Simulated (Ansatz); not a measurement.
Crystal: Ca.

```
Ca
1.0
     0.00000    2.79420    2.79420
     2.79420    0.00000    2.79420
     2.79420    2.79420    0.00000
Ca
1
Direct
  0.00000 0.00000 0.00000
```

| Property | Result |
| --- | --- |
| Program | Ansatz 0.2.0 |
| Task | relaxation of cell and atoms |
| Functional | r2SCAN |
| Dispersion | D3(BJ)+ATM |
| Potentials or basis | JTH PAW LDA |
| Cutoff | 840 eV |
| Density cutoff | 3360 eV |
| k mesh | 8 × 8 × 8 |
| Occupations | methfessel-paxton, width 0.025 eV |
| Spin | no spin polarisation |

At the start: pressure -0.5 GPa; volume 43.63 Å³/atom.

Task: How do energy, volume and symmetry change on relaxing?

Result: Over 4 steps the energy falls by 2.1 meV/atom and the volume is 42.64 Å³/atom (-2.3 %); space group Fm-3m (No. 225, to 0.05 Å).

Step by step:
```csv
step,energy change (eV),largest force (eV/Å),pressure (GPa),volume (Å³)
1,0.0000,0.0000,-0.53,43.63
2,-0.0006,0.0000,-0.46,43.44
3,-0.0014,0.0000,-0.33,43.10
4,-0.0021,0.0000,-0.16,42.64
```

Final structure:
```xyz
1
Lattice="0.0000 2.7728 2.7728 2.7728 0.0000 2.7728 2.7728 2.7728 0.0000" Properties=species:S:1:pos:R:3 pbc="T T T"
Ca    0.0000    0.0000    0.0000
```

Caveat: the PAW data sets were made with another functional, which shifts forces and pressure a little; the thresholds are loose for stress.
